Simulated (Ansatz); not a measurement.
Crystal: HfO2.

```
Hf O
1.0
     4.81353    0.00000    0.00000
     0.00000    4.81353    0.00000
     0.00000    0.00000    3.20542
Hf O
2 4
Direct
  0.50000 0.50000 0.50000
  0.00000 0.00000 0.00000
  0.80504 0.19496 0.50000
  0.69496 0.69496 0.00000
  0.30504 0.30504 0.00000
  0.19496 0.80504 0.50000
```

Measurements of this composition are mostly on another form, of space group No. 14.

```yaml
Program: Ansatz 0.2.0
Task: relaxation of cell and atoms
Functional: BLYP
Dispersion: D4
Potentials_or_basis: Ansatz PAW
Cutoff: "420 eV (not typed: the program's choice for these potentials)"
k_mesh: 6 × 6 × 8
Occupations: fermi-dirac, width 0.05 eV
Spin: no spin polarisation
```

At the start: volume 12.38 Å³/atom.

How do energy, volume and symmetry change on relaxing?

It ends after 7 steps and the volume is 12.84 Å³/atom (+3.7 %); space group P4_2/mnm (No. 136, to 0.05 Å).

Step by step:
| step | energy change (eV) | largest force (eV/Å) | volume (Å³) |
| --- | --- | --- | --- |
| 1 | 0.0000 | 0.1479 | 74.27 |
| 2 | -0.0487 | 0.0204 | 77.47 |
| 3 | -0.0541 | 0.0065 | 76.94 |
| 4 | -0.0543 | 0.0075 | 76.91 |
| 5 | -0.0715 | 0.0081 | 76.91 |
| 6 | -0.0709 | 0.0000 | 77.05 |
| 7 | -0.0716 | 0.0002 | 77.05 |

Final structure:
```
Hf O
1.0
     4.87512    0.00000    0.00000
     0.00000    4.87512    0.00000
     0.00000    0.00000    3.24192
Hf O
2 4
Direct
  0.50000 0.50000 0.50000
  0.00000 0.00000 0.00000
  0.80481 0.19519 0.50000
  0.69519 0.69519 0.00000
  0.30481 0.30481 0.00000
  0.19519 0.80481 0.50000
```

Caveat: the plane-wave basis is chosen anew once the cell has moved, so the energies of steps on either side of that aren't comparable; the pressure holds a Pulay correction of +0.9 GPa for the finite cutoff; the PAW data sets come from PBE, with cores solved anew for the run's functional, which leaves a small shift of forces and pressure.
